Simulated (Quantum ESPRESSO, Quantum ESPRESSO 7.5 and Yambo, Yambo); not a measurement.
## Quasiparticle gap of SiC (P6_3mc) in Yambo

Wanted: ground state, empty states, screening and self-energy for SiC (P6_3mc).

Program: Quantum ESPRESSO 7.5 and Yambo 5.3.0. Level of theory: PBE and many-body steps on it, plane waves. Results are calculated unless marked as measured.

**The experiments to reproduce.**

- Gap 3.33 eV: band gap at cryogenic temperature; bulk crystal (literature value) (quoted in “Silicon carbide diodes for neutron detection”, 2020, arxiv:2009.14696).

### Step 1. The starting structure

Symmetry: P6_3mc, No. 186, hexagonal system. Conventional cell: a = 3.074 Å, b = 3.074 Å, c = 5.045 Å, α = 90.00°, β = 90.00°, γ = 120.00°. Nearest to Si lie 4 C at 1.88 to 1.90 Å. C has 4 Si at 1.88 to 1.90 Å nearest. Farther neighbours are not listed.

As a file:

```cif
data_structure
_symmetry_space_group_name_H-M 'P6_3mc'
_symmetry_Int_Tables_number 186
_cell_length_a 3.0735
_cell_length_b 3.0735
_cell_length_c 5.0452
_cell_angle_alpha 90.000
_cell_angle_beta 90.000
_cell_angle_gamma 120.000
_cell_volume 41.27
loop_
_atom_site_label
_atom_site_type_symbol
_atom_site_symmetry_multiplicity
_atom_site_Wyckoff_symbol
_atom_site_fract_x
_atom_site_fract_y
_atom_site_fract_z
_atom_site_occupancy
Si1 Si 2 b 0.33333 0.66667 0.49960 1
C1 C 2 b 0.33333 0.66667 0.87540 1
```

The cell and positions are those that the Materials Project relaxed with its own functionals (PBE, PBE+U or r2SCAN), kept fixed.

### Step 2. Ground state

This step: Quantum ESPRESSO 7.5; DFT, PBE, plane waves, norm-conserving pseudopotentials.

The ground-state density comes first.

File pw.in:

```
&control
  calculation = 'scf'
  prefix = 'x'
  outdir = 'o'
  pseudo_dir = 'pseudo'
/
&system
  ibrav = 0
  nat = 4
  ntyp = 2
  ecutwfc = 74.0
  nbnd = 14
  force_symmorphic = .true.
/
&electrons
  conv_thr = 1e-10
  electron_maxstep = 80
  mixing_beta = 0.5
/
ATOMIC_SPECIES
  Si 28.085 Si.upf
  C 12.011 C.upf
CELL_PARAMETERS angstrom
  3.0735139282 0.0000000000 0.0000000000
  -1.5367569641 2.6617411407 0.0000000000
  0.0000000000 0.0000000000 5.0452477100
ATOMIC_POSITIONS crystal
  Si 0.3333333333 0.6666666667 0.4996024000
  Si 0.6666666667 0.3333333333 0.9996024000
  C 0.3333333333 0.6666666667 0.8753976000
  C 0.6666666667 0.3333333333 0.3753976000
K_POINTS automatic
  6 6 4 0 0 0
```

Command:

```sh
$ OMP_NUM_THREADS=1 mpirun -n 4 pw.x -nk 4 -in pw.in > pw.out
```

Log:

```text
Program PWSCF v.7.5 starts

     This program is part of the open-source Quantum ESPRESSO suite
     for quantum simulation of materials; please cite
         "P. Giannozzi et al., J. Phys.:Condens. Matter 21 395502 (2009);
         "P. Giannozzi et al., J. Phys.:Condens. Matter 29 465901 (2017);
         "P. Giannozzi et al., J. Chem. Phys. 152 154105 (2020);
     in publications or presentations arising from this work. More details at
     Message from routine setup:
     using ibrav=0 with symmetry is DISCOURAGED, use correct ibrav instead

     G-vector sticks info

     bravais-lattice index     =            0
     lattice parameter (alat)  =       5.8081  a.u.
     unit-cell volume          =     278.5352 (a.u.)^3
     number of atoms/cell      =            4
     number of atomic types    =            2
     number of electrons       =        16.00
     number of Kohn-Sham states=           14
     kinetic-energy cutoff     =      74.0000  Ry
     charge density cutoff     =     296.0000  Ry
     scf convergence threshold =      1.0E-10
     mixing beta               =       0.5000
     number of iterations used =            8  plain     mixing
     Exchange-correlation= PBE
                           (   1   4   3   4   0   0   0)

     celldm(1)=   5.808100  celldm(2)=   0.000000  celldm(3)=   0.000000
     celldm(4)=   0.000000  celldm(5)=   0.000000  celldm(6)=   0.000000

     crystal axes: (cart. coord. in units of alat)
               a(1) = (   1.000000   0.000000   0.000000 )
               a(2) = (  -0.500000   0.866025   0.000000 )
               a(3) = (   0.000000   0.000000   1.641524 )

     reciprocal axes: (cart. coord. in units 2 pi/alat)
               b(1) = (  1.000000  0.577350 -0.000000 )
               b(2) = (  0.000000  1.154701  0.000000 )
               b(3) = (  0.000000 -0.000000  0.609190 )
     Pseudo is Norm-conserving + core correction, Zval =  4.0
     Generated using ONCVPSP code by D. R. Hamann
     Using radial grid of 1510 points,  6 beta functions with:
     Pseudo is Norm-conserving + core correction, Zval =  4.0
     Generated using ONCVPSP code by D. R. Hamann
     Using radial grid of 1248 points,  4 beta functions with:
     Si                4.00    28.08500     Si( 1.00)
     C                 4.00    12.01100     C ( 1.00)

      6 Sym. Ops. (no inversion) found

   Cartesian axes

     site n.     atom                  positions (alat units)
         1        Si     tau(   1) = (  -0.0000000   0.5773503   0.8201095  )
         2        Si     tau(   2) = (   0.5000000   0.2886751   1.6408716  )
         3        C      tau(   3) = (  -0.0000000   0.5773503   1.4369864  )
         4        C      tau(   4) = (   0.5000000   0.2886751   0.6162243  )

     number of k points=    24
                       cart. coord. in units 2pi/alat
        k(    1) = (   0.0000000   0.0000000   0.0000000), wk =   0.0138889
        k(    2) = (   0.0000000   0.0000000   0.1522975), wk =   0.0277778
        k(    3) = (   0.0000000   0.0000000  -0.3045949), wk =   0.0138889
        k(    4) = (   0.0000000   0.1924501   0.0000000), wk =   0.0833333
        k(    5) = (   0.0000000   0.1924501   0.1522975), wk =   0.0833333
        k(    6) = (   0.0000000   0.1924501  -0.3045949), wk =   0.0833333
        k(    7) = (   0.0000000   0.3849002   0.0000000), wk =   0.0833333
        k(    8) = (   0.0000000   0.3849002   0.1522975), wk =   0.0833333
        k(    9) = (   0.0000000   0.3849002  -0.3045949), wk =   0.0833333
        k(   10) = (   0.0000000  -0.5773503   0.0000000), wk =   0.0416667
     [... 12 further rows ...]
        k(   23) = (   0.0000000  -0.3849002   0.1522975), wk =   0.0833333
        k(   24) = (  -0.1666667  -0.4811252   0.1522975), wk =   0.1666667

     Dense  grid:    23897 G-vectors     FFT dimensions: (  32,  32,  54)

     Initial potential from superposition of free atoms

     starting charge      15.9987, renormalised to      16.0000
     Starting wfcs are   16 randomized atomic wfcs

     per-process dynamical memory:    24.5 Mb

     Self-consistent Calculation

     iteration #  1     ecut=    74.00 Ry     beta= 0.50

     total energy              =     -40.86332991 Ry
     estimated scf accuracy    <       0.87900718 Ry

     iteration #  2     ecut=    74.00 Ry     beta= 0.50

     total energy              =     -41.07382222 Ry
     estimated scf accuracy    <       0.04103013 Ry

     iteration #  3     ecut=    74.00 Ry     beta= 0.50

     total energy              =     -41.07693967 Ry
     estimated scf accuracy    <       0.00696220 Ry

     iteration #  4     ecut=    74.00 Ry     beta= 0.50

     total energy              =     -41.07735316 Ry
     estimated scf accuracy    <       0.00172967 Ry

     iteration #  5     ecut=    74.00 Ry     beta= 0.50

     total energy              =     -41.07779233 Ry
     estimated scf accuracy    <       0.00009556 Ry

     iteration #  6     ecut=    74.00 Ry     beta= 0.50

     total energy              =     -41.07781315 Ry
     estimated scf accuracy    <       0.00000025 Ry

     iteration #  7     ecut=    74.00 Ry     beta= 0.50

     total energy              =     -41.07781359 Ry
     estimated scf accuracy    <       0.00000083 Ry

     iteration #  8     ecut=    74.00 Ry     beta= 0.50

     total energy              =     -41.07781365 Ry
     estimated scf accuracy    <       0.00000006 Ry

     iteration #  9     ecut=    74.00 Ry     beta= 0.50

     total energy              =     -41.07781367 Ry
     estimated scf accuracy    <          4.3E-10 Ry

     iteration # 10     ecut=    74.00 Ry     beta= 0.50

     total energy              =     -41.07781367 Ry
     estimated scf accuracy    <          7.7E-10 Ry

     iteration # 11     ecut=    74.00 Ry     beta= 0.50

     total energy              =     -41.07781367 Ry
     estimated scf accuracy    <          1.2E-10 Ry

     iteration # 12     ecut=    74.00 Ry     beta= 0.50

     End of self-consistent calculation

          k = 0.0000 0.0000 0.0000 (  2973 PWs)   bands (ev):

    -5.9142  -2.3411   0.9590   8.3610   8.3610   9.5663   9.6798   9.6798
    14.5003  15.8995  16.3620  16.3620  17.4420  18.6499

          k = 0.0000 0.0000 0.1523 (  2948 PWs)   bands (ev):

    -5.6095  -3.3614   2.4730   8.0620   8.5291   8.5291   9.4580   9.4580
    14.7823  16.4832  16.4832  16.7207  17.0130  18.0226

          k = 0.0000 0.0000-0.3046 (  2978 PWs)   bands (ev):

    -4.7179  -4.7179   5.2282   5.2282   8.9667   8.9667   8.9667   8.9667
    15.5923  15.5923  17.0455  17.0455  17.0455  17.0455

          k = 0.0000 0.1925 0.0000 (  2974 PWs)   bands (ev):

     [... further k-points ...]

     highest occupied, lowest unoccupied level (ev):     9.6798   11.9551

!    total energy              =     -41.07781367 Ry
     estimated scf accuracy    <          1.8E-11 Ry

     The total energy is the sum of the following terms:
     one-electron contribution =      11.15667180 Ry
     hartree contribution      =       4.73450404 Ry
     xc contribution           =     -15.13020564 Ry
     ewald contribution        =     -41.83878387 Ry

     convergence has been achieved in  12 iterations

     XML data file, charge density, pseudopotentials, collected wavefunctions

=------------------------------------------------------------------------------=
   JOB DONE.
=------------------------------------------------------------------------------=
```

Wall time 4.2 s (4 MPI ranks of AMD EPYC 9R14 (Zen 4), shared host); peak memory 0.27 GiB; 15 s of CPU time.

Numbers from this step:

```
total energy               : -558.8921 eV
gap                        : 2.275 eV
k of the valence top       : 0, 0, 0
k of the conduction bottom : 0.3333, 0.3333, 0
least direct gap           : 3.985 eV
```

The gap is indirect, with the least direct gap 1.71 eV higher.

### Step 3. Bands along the symmetry lines

The cheap functional maps the bands first; the places of the edges decide which points the dearer methods must see.

File pw.in:

```
&control
  calculation = 'bands'
  prefix = 'x'
  outdir = 'o'
  pseudo_dir = 'pseudo'
/
&system
  ibrav = 0
  nat = 4
  ntyp = 2
  ecutwfc = 74.0
  nbnd = 14
  force_symmorphic = .true.
/
&electrons
  conv_thr = 1e-9
  electron_maxstep = 80
  diago_full_acc = .true.
  diago_thr_init = 5e-6
/
ATOMIC_SPECIES
  Si 28.085 Si.upf
  C 12.011 C.upf
CELL_PARAMETERS angstrom
  3.0735139282 0.0000000000 0.0000000000
  -1.5367569641 2.6617411407 0.0000000000
  0.0000000000 0.0000000000 5.0452477100
ATOMIC_POSITIONS crystal
  Si 0.3333333333 0.6666666667 0.4996024000
  Si 0.6666666667 0.3333333333 0.9996024000
  C 0.3333333333 0.6666666667 0.8753976000
  C 0.6666666667 0.3333333333 0.3753976000
K_POINTS crystal
  75
  0.00000000 0.00000000 0.00000000 1
  0.06250000 0.00000000 0.00000000 1
  0.12500000 0.00000000 0.00000000 1
  0.18750000 0.00000000 0.00000000 1
  0.25000000 0.00000000 0.00000000 1
  0.31250000 0.00000000 0.00000000 1
  0.37500000 0.00000000 0.00000000 1
  0.43750000 0.00000000 0.00000000 1
  0.50000000 0.00000000 0.00000000 1
  0.47916667 0.04166667 0.00000000 1
  0.45833333 0.08333333 0.00000000 1
  0.43750000 0.12500000 0.00000000 1
  0.41666666 0.16666666 0.00000000 1
  0.39583333 0.20833333 0.00000000 1
  0.37500000 0.25000000 0.00000000 1
  0.35416666 0.29166666 0.00000000 1
  0.33333333 0.33333333 0.00000000 1
  0.29166666 0.29166666 0.00000000 1
  0.25000000 0.25000000 0.00000000 1
  0.20833333 0.20833333 0.00000000 1
  0.16666666 0.16666666 0.00000000 1
  0.12500000 0.12500000 0.00000000 1
  0.08333333 0.08333333 0.00000000 1
  0.04166667 0.04166667 0.00000000 1
  0.00000000 0.00000000 0.00000000 1
  0.00000000 0.00000000 0.06250000 1
  0.00000000 0.00000000 0.12500000 1
  0.00000000 0.00000000 0.18750000 1
  0.00000000 0.00000000 0.25000000 1
  0.00000000 0.00000000 0.31250000 1
  0.00000000 0.00000000 0.37500000 1
  0.00000000 0.00000000 0.43750000 1
  0.00000000 0.00000000 0.50000000 1
  0.06250000 0.00000000 0.50000000 1
  0.12500000 0.00000000 0.50000000 1
  0.18750000 0.00000000 0.50000000 1
  0.25000000 0.00000000 0.50000000 1
  0.31250000 0.00000000 0.50000000 1
  0.37500000 0.00000000 0.50000000 1
  0.43750000 0.00000000 0.50000000 1
  0.50000000 0.00000000 0.50000000 1
  0.47916667 0.04166667 0.50000000 1
  0.45833333 0.08333333 0.50000000 1
  0.43750000 0.12500000 0.50000000 1
  0.41666666 0.16666666 0.50000000 1
  0.39583333 0.20833333 0.50000000 1
  0.37500000 0.25000000 0.50000000 1
  0.35416666 0.29166666 0.50000000 1
  0.33333333 0.33333333 0.50000000 1
  0.29166666 0.29166666 0.50000000 1
  0.25000000 0.25000000 0.50000000 1
  0.20833333 0.20833333 0.50000000 1
  0.16666666 0.16666666 0.50000000 1
  0.12500000 0.12500000 0.50000000 1
  0.08333333 0.08333333 0.50000000 1
  0.04166667 0.04166667 0.50000000 1
  0.00000000 0.00000000 0.50000000 1
  0.50000000 0.00000000 0.50000000 1
  0.50000000 0.00000000 0.43750000 1
  0.50000000 0.00000000 0.37500000 1
  0.50000000 0.00000000 0.31250000 1
  0.50000000 0.00000000 0.25000000 1
  0.50000000 0.00000000 0.18750000 1
  0.50000000 0.00000000 0.12500000 1
  0.50000000 0.00000000 0.06250000 1
  0.50000000 -0.00000000 0.00000000 1
  0.33333333 0.33333333 0.50000000 1
  0.33333333 0.33333333 0.43750000 1
  0.33333333 0.33333333 0.37500000 1
  0.33333333 0.33333333 0.31250000 1
  0.33333333 0.33333333 0.25000000 1
  0.33333333 0.33333333 0.18750000 1
  0.33333333 0.33333333 0.12500000 1
  0.33333333 0.33333333 0.06250000 1
  0.33333333 0.33333333 0.00000000 1
```

Log:

```text
[banner, memory and clock lines left out]
Program PWSCF v.7.5 starts

     Atomic positions and unit cell read from directory:
     o/x.save/

     Message from routine setup:
     using ibrav=0 with symmetry is DISCOURAGED, use correct ibrav instead

     G-vector sticks info

     bravais-lattice index     =            0
     lattice parameter (alat)  =       5.8081  a.u.
     unit-cell volume          =     278.5352 (a.u.)^3
     number of atoms/cell      =            4
     number of atomic types    =            2
     number of electrons       =        16.00
     number of Kohn-Sham states=           14
     kinetic-energy cutoff     =      74.0000  Ry
     charge density cutoff     =     296.0000  Ry
     Exchange-correlation= PBE
                           (   1   4   3   4   0   0   0)

     celldm(1)=   5.808100  celldm(2)=   0.000000  celldm(3)=   0.000000
     celldm(4)=   0.000000  celldm(5)=   0.000000  celldm(6)=   0.000000

     crystal axes: (cart. coord. in units of alat)
               a(1) = (   1.000000   0.000000   0.000000 )
               a(2) = (  -0.500000   0.866025   0.000000 )
               a(3) = (   0.000000   0.000000   1.641524 )

     reciprocal axes: (cart. coord. in units 2 pi/alat)
               b(1) = (  1.000000  0.577350 -0.000000 )
               b(2) = (  0.000000  1.154701  0.000000 )
               b(3) = (  0.000000 -0.000000  0.609190 )
     Pseudo is Norm-conserving + core correction, Zval =  4.0
     Generated using ONCVPSP code by D. R. Hamann
     Using radial grid of 1510 points,  6 beta functions with:
     Pseudo is Norm-conserving + core correction, Zval =  4.0
     Generated using ONCVPSP code by D. R. Hamann
     Using radial grid of 1248 points,  4 beta functions with:
     Si                4.00    28.08500     Si( 1.00)
     C                 4.00    12.01100     C ( 1.00)

      6 Sym. Ops. (no inversion) found

   Cartesian axes

     site n.     atom                  positions (alat units)
         1        Si     tau(   1) = (  -0.0000000   0.5773503   0.8201095  )
         2        Si     tau(   2) = (   0.5000000   0.2886751   1.6408716  )
         3        C      tau(   3) = (  -0.0000000   0.5773503   1.4369864  )
         4        C      tau(   4) = (   0.5000000   0.2886751   0.6162243  )

     number of k points=    75
                       cart. coord. in units 2pi/alat
        k(    1) = (   0.0000000   0.0000000   0.0000000), wk =   0.0266667
        k(    2) = (   0.0625000   0.0360844   0.0000000), wk =   0.0266667
        k(    3) = (   0.1250000   0.0721688   0.0000000), wk =   0.0266667
[...]
[... 63 further rows ...]
        k(   74) = (   0.3333333   0.5773503   0.0380744), wk =   0.0266667
        k(   75) = (   0.3333333   0.5773503   0.0000000), wk =   0.0266667

     Dense  grid:    23897 G-vectors     FFT dimensions: (  32,  32,  54)

     The potential is recalculated from file :
     o/x.save/charge-density

     Starting wfcs are   16 randomized atomic wfcs

     Band Structure Calculation

     End of band structure calculation

          k = 0.0000 0.0000 0.0000 (  2973 PWs)   bands (ev):

    -5.9143  -2.3411   0.9590   8.3610   8.3610   9.5663   9.6798   9.6798
    14.5004  15.8995  16.3620  16.3620  17.4420  18.6499

          k = 0.0625 0.0361 0.0000 (  2985 PWs)   bands (ev):

    -5.8463  -2.2830   1.0219   7.9571   8.2373   9.4067   9.5295   9.6437
    14.7741  15.9005  16.3348  16.5064  17.5747  18.4675

          k = 0.1250 0.0722 0.0000 (  2966 PWs)   bands (ev):

    -5.6434  -2.1112   1.2079   6.9791   7.9267   8.7148   9.3752   9.5215
    14.9041  16.0929  16.5739  16.8767  17.3929  18.4935

[...]
k = 0.3333 0.5774 0.0381 (  2994 PWs)   bands (ev):

    -1.3982  -1.3982   2.9420   3.3197   3.3197   5.7422   5.7422   5.7864
    12.0419  17.8468  18.2195  18.2195  19.5121  19.5121

          k = 0.3333 0.5774 0.0000 (  3000 PWs)   bands (ev):

    -1.4077  -1.4077   2.9241   3.4113   3.4113   5.6266   5.6266   5.8382
    11.9551  17.8618  18.5453  18.5453  19.3526  19.3526

     XML data file, pseudopotentials, collected wavefunctions
```

The job ended after 3.6 s (4 MPI ranks; peak memory 0.24 GiB; 13 s of CPU time).

Numbers from this step:

| Item | Value |
| --- | --- |
| gap | 2.275 eV |
| k of the valence top | 0, 0, 0 |
| k of the conduction bottom | 0.3333, 0.3333, 0 |
| least direct gap | 3.985 eV |

The gap is 2.275 eV, as in the run before at this level.

Electronic bands along the path, in eV, zero at the top of the highest filled band; v1 is the highest filled band, c1 the lowest empty one:

```
    point     v4     v3     v2     v1    c1    c2    c3    c4
        Γ  -1.32  -0.11   0.00   0.00  4.82  6.22  6.68  6.68
  halfway  -2.97  -2.53  -1.02  -0.61  4.06  5.85  7.26  7.67
        M  -5.45  -3.33  -3.30  -1.20  2.79  4.23  6.90  7.14
  halfway  -5.40  -4.67  -3.37  -2.55  3.20  5.17  7.69  8.51
        K  -6.27  -4.05  -4.05  -3.84  2.28  8.18  8.87  8.87
  halfway  -4.15  -2.82  -1.45  -1.25  5.07  5.82  7.01  7.22
        Γ  -1.32  -0.11   0.00   0.00  4.82  6.22  6.68  6.68
  halfway  -1.15  -1.15  -0.22  -0.22  5.10  6.80  6.80  7.04
        A  -0.71  -0.71  -0.71  -0.71  5.91  5.91  7.37  7.37
  halfway  -2.96  -2.96  -1.72  -1.72  4.50  4.50  7.37  7.37
        L  -2.45  -2.45  -2.34  -2.34  3.29  3.29  5.27  5.27
  halfway  -4.26  -4.26  -1.92  -1.92  4.29  4.29  6.37  6.37
        H  -5.66  -5.66  -1.74  -1.74  5.08  5.08  6.03  6.03
  halfway  -3.02  -3.02  -2.50  -2.50  5.18  5.18  7.55  7.55
        A  -0.71  -0.71  -0.71  -0.71  5.91  5.91  7.37  7.37
jump to L  -2.45  -2.45  -2.34  -2.34  3.29  3.29  5.27  5.27
  halfway  -4.15  -3.10  -2.34  -1.63  3.11  3.27  6.64  7.05
        M  -5.45  -3.33  -3.30  -1.20  2.79  4.23  6.90  7.14
jump to H  -5.66  -5.66  -1.74  -1.74  5.08  5.08  6.03  6.03
  halfway  -6.47  -4.52  -2.82  -2.82  3.50  6.58  6.58  7.84
        K  -6.27  -4.05  -4.05  -3.84  2.28  8.18  8.87  8.87
```

[end of part 1 of 3]

[Paths, hosts, dates, memory and timing lines, banners, echoed tables and standing remarks are left out of the program output.]

[Logs are printed without paths, hosts, clocks, repeated set-up lines and the standing remarks that a program may print on its own settings, such as how far it seeks lower states.]

[Runs of the session that timed out or met a known fault of the program may be left out.]

[Hosts, paths, dates, database ids (printed as entryN), source tags and the programs' standing remarks are cut or masked in the printed files.]
